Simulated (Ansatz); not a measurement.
## Ta, space group P6_3/mmc: a convergence test of the k-point mesh, step by step

Computed with Ansatz 0.2.0, Python API.

The cells in order, each with its output:

```python
import csv

import ansatz as az
import numpy as np
```

```python
XC = "PBEsol"
ECUT = 550
FILLING = "Fermi-Dirac"
TOLERANCE = 1e-10
```

```python
vectors = np.array([
    [2.90037, 0.0, 0.0],
    [-1.45019, 2.5118, 0.0],
    [0.0, 0.0, 5.16627],
])
xtal = (
    az.Lattice.of(vectors)
    .atom("Ta", [2 / 3, 1 / 3, 0.75])
    .atom("Ta", [1 / 3, 2 / 3, 0.25])
)
```

```python
setup = (
    xtal.calculation()
    .functional(XC)
    .pseudopotentials("paw")
    .basis(ECUT)
    .occupations(FILLING)
    .scf(tolerance=TOLERANCE)
    .forces()
    .stress()
)
```

```python
rows = []
for value in [0.8, 0.6, 0.5, 0.4, 0.33]:
    summary = setup.kpoints(spacing=value).run(threads=1).report
    rows.append((value, summary["free_energy_ev"] / len(summary["lattice"]["sites"]), summary["n_iterations"], sum(summary["stress_gpa"][i][i] for i in range(3)) / 3, max(abs(f) for row in summary["forces_ev_ang"] for f in row), summary["n_kpoints"]))

with open("kconv.csv", "w", newline="") as handle:
    writer = csv.writer(handle)
    writer.writerow(["spacing (1/A)", "F/atom (eV)", "iterations", "P (GPa)", "max component (eV/A)", "k-points"])
    writer.writerows([round(v, 5) if isinstance(v, float) else v for v in row] for row in rows)

# the last row is the reference
for row in rows[:-1]:
    shift = 1000 * (row[1] - rows[-1][1])
    print(f"{row[0]}: {shift:+.2f} meV/atom" + ("  (within 1 meV)" if abs(shift) < 1 else ""))
```

    0.8: +29.47 meV/atom
    0.6: -43.40 meV/atom
    0.5: +11.51 meV/atom
    0.4: +20.64 meV/atom

It writes `kconv.csv`:
```csv
spacing (1/A),F/atom (eV),iterations,P (GPa),max component (eV/A),k-points
0.8,-9806.18817,7,-4.82718,0.0,8
0.6,-9806.26103,7,-8.64731,0.0,10
0.5,-9806.20612,7,-7.5763,0.0,14
0.4,-9806.197,7,-6.29531,0.0,24
0.33,-9806.21763,7,-7.04004,0.0,30
```

Forces vanish by symmetry here and test nothing. Pressure is positive in compression. Spin-orbit coupling, which matters for elements this heavy, is left out. At these settings the cell as given stands under about -7 GPa, so it isn't at this functional's equilibrium volume. This isn't the structure that Ta takes at ambient conditions. Shifts are counted from the finest mesh, which is itself no proven limit. Hardware and time: 4.6 s on 1 thread of Arm Neoverse V2, with other jobs on the host, peak memory 0.38 GiB.
